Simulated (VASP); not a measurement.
# Li: molecular dynamics with a thermostat

Li, Im-3m (no. 229), 16 atoms in the cell. PBE, molecular dynamics; PAW potentials Li (PBE set).

Ensemble: Nose-Hoover chain; Target temperature (K): 1600.

## Input

INCAR:
```
GGA      = PE             # functional
PREC     = Normal         # precision mode
ENCUT    = 200            # plane-wave cutoff, eV
EDIFF    = 1E-6           # SCF threshold, eV
NELMIN   = 4            
NELM     = 60             # most SCF steps
ALGO     = Fast           # electronic algorithm
LREAL    = Auto         
LASPH    = T              # aspherical terms in the spheres
ISMEAR   = -1             # smearing method
SIGMA    = 0.069          # smearing width, eV
ISYM     = 0            
LWAVE    = F              # write WAVECAR
LCHARG   = F              # write CHGCAR
IBRION   = 0              # ionic algorithm
NSW      = 60             # ionic steps
POTIM    = 1.0            # step
TEBEG    = 1600         
ISIF     = 2              # what is computed and relaxed
RANDOM_SEED= 553109 0 0   
MDALGO   = 4            
NHC_NCHAINS= 3            
NHC_PERIOD= 30           
KPAR     = 2             
```

KPOINTS:
```
k-points
0
Monkhorst-Pack
  2 2 2
```

POSCAR:
```
Li
1.0
    7.0186000000      0.0000000000      0.0000000000
    0.0000000000      7.0186000000      0.0000000000
    0.0000000000      0.0000000000      7.0186000000
Li
16
Direct
    0.0000000000      0.0000000000      0.0000000000
    0.0000000000      0.0000000000      0.5000000000
    0.0000000000      0.5000000000      0.0000000000
    0.0000000000      0.5000000000      0.5000000000
    0.5000000000      0.0000000000      0.0000000000
    0.5000000000      0.0000000000      0.5000000000
    0.5000000000      0.5000000000      0.0000000000
    0.5000000000      0.5000000000      0.5000000000
    0.2500000000      0.2500000000      0.2500000000
    0.2500000000      0.2500000000      0.7500000000
    0.2500000000      0.7500000000      0.2500000000
    0.2500000000      0.7500000000      0.7500000000
    0.7500000000      0.2500000000      0.2500000000
    0.7500000000      0.2500000000      0.7500000000
    0.7500000000      0.7500000000      0.2500000000
    0.7500000000      0.7500000000      0.7500000000
```

Commands:
```
cat potpaw_PBE.64/Li/POTCAR > POTCAR
mpirun -np 2 vasp_std > vasp.out
```

## Result

- Mean temperature (K): 1025
- Standard error of the mean temperature (K): 148
- Relative fluctuation of the kinetic energy: 0.301
- Canonical value of that fluctuation: 0.211
- Rise of the mean potential energy above the start (meV/atom): 97.5
- Electronic steps per ionic step after the first: 4.1

Course of the run:

| Time (fs) | Temperature (K) | Potential energy less the first (meV/atom) |
|---|---|---|
| 1 | 1600 | 0.0 |
| 6 | 1544 | 6.8 |
| 10 | 1422 | 21.9 |
| 15 | 1197 | 50.4 |
| 19 | 991 | 77.7 |
| 24 | 756 | 110.8 |
| 28 | 630 | 131.1 |
| 33 | 591 | 144.3 |
| 37 | 657 | 144.9 |
| 42 | 823 | 137.7 |
| 46 | 966 | 130.8 |
| 51 | 1095 | 126.6 |
| 55 | 1146 | 128.2 |
| 60 | 1161 | 135.4 |

REPORT:
```
MDALGO =   4
           NHC_NCHAINS =   3
            NHC_PERIOD =    30
            NHC_NRESPA =    1
                NHC_NS =  1
               SCALING =       0
                 CNEXP =     9.000   14.000
           RANDOM_SEED =            553109                0                0

   original number of atomic DOF:         45
   number of independent constraints:      0
   number of active DOF:                  45

========================================
         MD step No.       1
========================================

  Atomic velocities initialized by STEP_tb

  >Nose-Hoover_chains
                       xs       vs(fs^-1)
   nhc_s>   0.35497447E-11   0.14197500E-10
   nhc_s>  -0.13889371E-03  -0.55559414E-03
   nhc_s>  -0.13888889E-03  -0.55547839E-03

  >Energies
                    E_tot             E_pot             E_kin               EPS                ES
   e_b>   -0.27010720E+02   -0.30112979E+02    0.31022589E+01    0.38296832E-04   -0.38300135E-04

  >Temperature
               T_sim     T_inst
   tmprt>   1600.000   1600.000

           RANDOM_SEED =            553109               96                0

[... steps left out ...]

========================================
         MD step No.      60
========================================

  >Nose-Hoover_chains
                       xs       vs(fs^-1)
   nhc_s>  -0.40929685E+00  -0.63266037E-02
   nhc_s>   0.14783432E+01   0.46182233E-01
   nhc_s>   0.38578128E+00   0.10802404E+00

  >Energies
                    E_tot             E_pot             E_kin               EPS                ES
   e_b>   -0.27009934E+02   -0.27946402E+02    0.22508346E+01    0.96810072E+00   -0.22824675E+01

  >Temperature
               T_sim     T_inst
   tmprt>   1600.000   1160.875

           RANDOM_SEED =            553109               96                0
```

OSZICAR:
```
N       E                     dE             d eps       ncg     rms          rms(c)
DAV:   1    -0.193386566346E+02   -0.19339E+02   -0.23120E+03   136   0.286E+02
DAV:   2    -0.296250372869E+02   -0.10286E+02   -0.93691E+01   182   0.374E+01
DAV:   3    -0.301231625664E+02   -0.49813E+00   -0.47730E+00   197   0.769E+00
DAV:   4    -0.301306554428E+02   -0.74929E-02   -0.74870E-02   151   0.118E+00
DAV:   5    -0.301308037996E+02   -0.14836E-03   -0.14835E-03   203   0.152E-01    0.511E-01
RMM:   6    -0.301202544990E+02    0.10549E-01   -0.61557E-04   136   0.112E-01    0.335E-01
RMM:   7    -0.301132406606E+02    0.70138E-02   -0.18980E-03   136   0.216E-01    0.161E-02
RMM:   8    -0.301129895913E+02    0.25107E-03   -0.17406E-04   136   0.982E-02    0.385E-03
RMM:   9    -0.301129785291E+02    0.11062E-04   -0.25460E-05   124   0.314E-02    0.144E-03
RMM:  10    -0.301129789937E+02   -0.46466E-06   -0.24539E-06   104   0.960E-03
      1 T=  1600. E= -.27010720E+02 F= -.30112979E+02 E0= -.29959041E+02  EK= 0.31023E+01 SP= -.38E-04 SK= 0.38E-04
       N       E                     dE             d eps       ncg     rms          rms(c)
[... left out ...]
     58 T=  1160. E= -.26995728E+02 F= -.28001446E+02 E0= -.27936616E+02  EK= 0.22631E+01 SP= -.22E+01 SK= 0.99E+00
     59 T=  1161. E= -.26995718E+02 F= -.27975103E+02 E0= -.27910429E+02  EK= 0.22653E+01 SP= -.23E+01 SK= 0.98E+00
[... last step whole ...]
       N       E                     dE             d eps       ncg     rms          rms(c)
DAV:   1    -0.279463987163E+02    0.28704E-01   -0.12083E-03   207   0.134E-01    0.628E-04
RMM:   2    -0.279464014705E+02   -0.27542E-05   -0.27766E-05   136   0.233E-02    0.393E-04
RMM:   3    -0.279464018719E+02   -0.40146E-06   -0.40169E-06   111   0.829E-03    0.304E-04
RMM:   4    -0.279464019831E+02   -0.11118E-06   -0.11492E-06    84   0.402E-03
     60 T=  1161. E= -.26995638E+02 F= -.27946402E+02 E0= -.27881884E+02  EK= 0.22651E+01 SP= -.23E+01 SK= 0.97E+00
```

Limits: 60 fs of 16 atoms are too short for converged averages.

VASP 6.6.1 took 186 s on 2 cores (AMD EPYC 7R43 (Zen 3)), a shared host.
